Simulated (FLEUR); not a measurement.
# Au: equation of state with SCAN

Au:

```
Au
1.0
     2.81549    0.00000    0.00000
    -0.01296    2.82018    0.00000
    -1.13789   -1.18541    4.92401
Au
2
Cartesian
  1.5740 1.5533 1.3495
  0.0907 0.0815 3.5746
```

This isn't the form of Au at room conditions, which is fcc.

```
Program                  : FLEUR MaX-R8.1 (later development tree)
Task                     : equation of state
Functional               : SCAN
Potentials or basis      : all-electron
Basis                    : FLAPW
Kmax                     : 4.22 1/bohr
k mesh                   : 10 × 10 × 6
Occupations              : fermi-dirac, width 0.05 eV
Spin                     : no spin polarisation
Gmax                     : 13.1 1/bohr
Muffin-tin radii         : Au 2.32 bohr
lmax                     : Au 10
lnonsphr                 : Au 10
Local orbitals a species : Au 5
```

```
Equilibrium volume                        : 18.45 Å³/atom
Bulk modulus at fixed shape and positions : 146 GPa
```

Energy against volume, from the lowest point:
```csv
volume (Å³/atom),energy (meV/atom)
18.376,0.00
18.767,2.23
19.549,25.91
20.331,69.78
20.722,97.57
```

Caveat: the meta-GGA is that of a development version, with a GGA for the radial functions and cores and without core tails; the cell was scaled at fixed shape and fractional positions, which overstates the stiffness of a crystal with free parameters, most of all of layers and chains. The run has no spin-orbit coupling, so splittings on Au are missing.
